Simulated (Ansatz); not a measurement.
Runs of Ansatz 0.2.0 on Cu3Au (Auricupride). The structure is cubic, space group Pm-3m (No. 221). The conventional cell has a = 3.740 Å, b = 3.740 Å, c = 3.740 Å, α = 90.00°, β = 90.00°, γ = 90.00°. Au (site symmetry m-3m) has 12 Cu at 2.64 Å as nearest neighbours. Cu (site symmetry 4/mmm) is surrounded by 4 Au at 2.64 Å and 8 Cu at 2.64 Å. 

```tsv
level	gap on the mesh (eV)	pressure (GPa)	relaxed volume (Å³/atom)
BLYP+D3(BJ)	none	0.0	12.80
revPBE+D4	none	0.0	(b)
BLYP+D4	-	0.0	(a)
revPBE+D3(BJ)	-	0.0	12.55
RPBE+D4	-	0.0	12.82
```

Alike in all rows: task relaxation of cell and atoms; potentials or basis Ansatz PAW; no spin polarisation; cell relaxed; k mesh 7 × 7 × 7; cutoff (eV) 420; smearing fermi-dirac 0.05 eV.

Question: Fill in the values left out.

Answer: (a) 13.18; (b) 12.83.

Caveats: the plane-wave basis is chosen anew once the cell has moved, so the energies of steps on either side of that aren't comparable; the PAW data sets come from PBE, with cores solved anew for the run's functional, which leaves a small shift of forces and pressure; pairwise dispersion overbinds metals, which lowers pressure and volume (some runs).

A k mesh can miss the band edges, and the runs leave out spin-orbit coupling on Au.

A gap of «none» marks a metal or a gap under the smearing width.

Runs at the PBE level aren't shown here.
